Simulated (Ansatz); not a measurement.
VO2: band structure with PBE

The system is VO2.

```
V O
1.0
     4.50720    0.00000    0.00000
     0.00000    4.50720    0.00000
     0.00000    0.00000    3.04445
V O
2 4
Direct
  0.50000 0.50000 0.50000
  0.00000 0.00000 0.00000
  0.20036 0.79964 0.50000
  0.79964 0.20036 0.50000
  0.70036 0.70036 0.00000
  0.29964 0.29964 0.00000
```

The cell is a database's computed one.

```json
{"Program": "Ansatz 0.2.0", "Task": "band structure", "Functional": "PBE", "Potentials or basis": "Ansatz PAW", "Cutoff": "420 eV (not typed: the program's choice for these potentials)", "k mesh": "6 × 6 × 9", "Occupations": "fermi-dirac, width 0.05 eV", "Spin": "collinear spin, ferromagnetic start", "Starting moments": "[2.0, 2.0, 0.0, 0.0, 0.0, 0.0] μB", "Path": "[[\"G\", \"X\", \"M\", \"G\", \"Z\", \"R\", \"A\", \"Z\"], [\"X\", \"R\"], [\"M\", \"A\"]]", "Points for each segment of the path": "14"}
```

```json
{
  "Pressure": "-8.9 GPa",
  "Largest force": "0.239 eV/Å",
  "Band gap on the k mesh": "none (metal or under the smearing width)",
  "Net moment": "2.00 μB per cell",
  "Absolute moment": "2.57 μB per cell",
  "Site moments": "V +0.86; O -0.06 μB"
}
```

Forces in eV/Å, atoms in the order of the input:
```
V    0.000  0.000  0.000
V    0.000  0.000  0.000
O   -0.169  0.169  0.000
O    0.169 -0.169  0.000
O   -0.169 -0.169  0.000
O    0.169  0.169  0.000
```

Stress tensor (GPa, compression positive):
```
 -2.95   0.00   0.00
  0.00  -2.95   0.00
  0.00   0.00 -20.73
```

Levels at the corners of the path, in eV from the Fermi level:
Spin up:
```tsv
point	band 23	band 24	band 25	band 26	band 27	band 28	band 29	band 30
Γ	-1.55	-1.05	-0.78	-0.49	-0.33	-0.32	-0.32	1.86
X	-1.81	-1.81	-0.14	-0.14	0.39	0.39	0.93	0.93
M	-2.37	-2.37	-0.72	-0.72	-0.29	-0.29	1.33	1.33
Γ	-1.55	-1.05	-0.78	-0.49	-0.33	-0.32	-0.32	1.86
Z	-2.64	-2.64	0.06	0.06	0.70	0.70	1.17	1.17
R	-2.13	-2.13	-0.57	-0.57	0.06	0.06	1.42	1.42
A	-1.75	-1.75	0.08	0.08	0.37	0.37	0.57	0.57
Z	-2.64	-2.64	0.06	0.06	0.70	0.70	1.17	1.17
X	-1.81	-1.81	-0.14	-0.14	0.39	0.39	0.93	0.93
R	-2.13	-2.13	-0.57	-0.57	0.06	0.06	1.42	1.42
M	-2.37	-2.37	-0.72	-0.72	-0.29	-0.29	1.33	1.33
A	-1.75	-1.75	0.08	0.08	0.37	0.37	0.57	0.57
```
Spin down:
| point | band 22 | band 23 | band 24 | band 25 | band 26 | band 27 |
| --- | --- | --- | --- | --- | --- | --- |
| Γ | -1.67 | -1.67 | -1.23 | 0.64 | 0.77 | 0.79 |
| X | -3.22 | -1.95 | -1.95 | 1.19 | 1.19 | 1.52 |
| M | -2.84 | -2.44 | -2.44 | 0.63 | 0.63 | 0.90 |
| Γ | -1.67 | -1.67 | -1.23 | 0.64 | 0.77 | 0.79 |
| Z | -3.78 | -2.67 | -2.67 | 1.51 | 1.51 | 1.59 |
| R | -3.21 | -2.27 | -2.27 | 0.55 | 0.55 | 1.55 |
| A | -2.63 | -1.85 | -1.85 | 1.24 | 1.24 | 1.57 |
| Z | -3.78 | -2.67 | -2.67 | 1.51 | 1.51 | 1.59 |
| X | -3.22 | -1.95 | -1.95 | 1.19 | 1.19 | 1.52 |
| R | -3.21 | -2.27 | -2.27 | 0.55 | 0.55 | 1.55 |
| M | -2.84 | -2.44 | -2.44 | 0.63 | 0.63 | 0.90 |
| A | -2.63 | -1.85 | -1.85 | 1.24 | 1.24 | 1.57 |

It took 33 s on 2 threads of Intel(R) Xeon(R) Processor @ 2.50GHz (Skylake/Cascade Lake) (shared host), peak memory 0.54 GiB.

Caveat: the pressure holds a Pulay correction of +0.8 GPa for the finite cutoff; semilocal functionals often make such compounds metallic where correlation or magnetic order opens a gap, which also shifts bond lengths. With open d or f shells a metallic result of PBE can be an artefact of self-interaction; +U or a hybrid may open a gap.
